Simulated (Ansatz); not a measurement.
A run of Ansatz 0.2.0 is set up as follows.

File input.yaml:

```yaml
crystal:
  lattice:
    - [0.0, 2.5575, 2.5575]
    - [2.5575, 0.0, 2.5575]
    - [2.5575, 2.5575, 0.0]
  atoms:
    - { symbol: Hf, position: [0.0, 0.0, 0.0] }
    - { symbol: O, position: [0.75, 0.75, 0.75] }
    - { symbol: O, position: [0.25, 0.25, 0.25] }
hamiltonian:
  xc: blyp
  pseudopotentials: { kind: paw }
kpoints:
  mp_grid: { grid: [9, 9, 9] }
scf:
  occupations: { method: fermi_dirac, width: 0.05 }
output:
  forces: true
  stress: true
relax:
  f_tol: 0.01
  max_steps: 40
  cell: { stress_tol: 0.05 }
```

Potentials or basis: Ansatz PAW.

Command:

```sh
$ ansatz run input.yaml --threads 2 --pin off --max-ram 5632MiB --backend cpu --events-out ev --progress --plain --runs-dir out
```

(1) Predict the relaxed volume.

(2) Estimate the space group after relaxing (to 0.05 Å).

(3) Estimate the relaxed cell.

(4) What does it give for the band gap on the k mesh?

Answers

(1) 11.34 Å³/atom.

(2) Fm-3m (No. 225).

(3) a = 3.637 Å, b = 3.637 Å, c = 3.637 Å, α = 60.00°, β = 60.00°, γ = 60.00°.

(4) 3.85 eV.

Caveat: odd divisions of the mesh miss points on the zone boundary, where band edges often lie, so the gap on the mesh can be too wide; the plane-wave basis is chosen anew once the cell has moved, so the energies of steps on either side of that aren't comparable; the pressure holds a Pulay correction of +1.0 GPa for the finite cutoff; spin-orbit coupling is left out, which moves the levels of the heavy elements; the PAW data sets come from PBE, with cores solved anew for the run's functional, which leaves a small shift of forces and pressure.
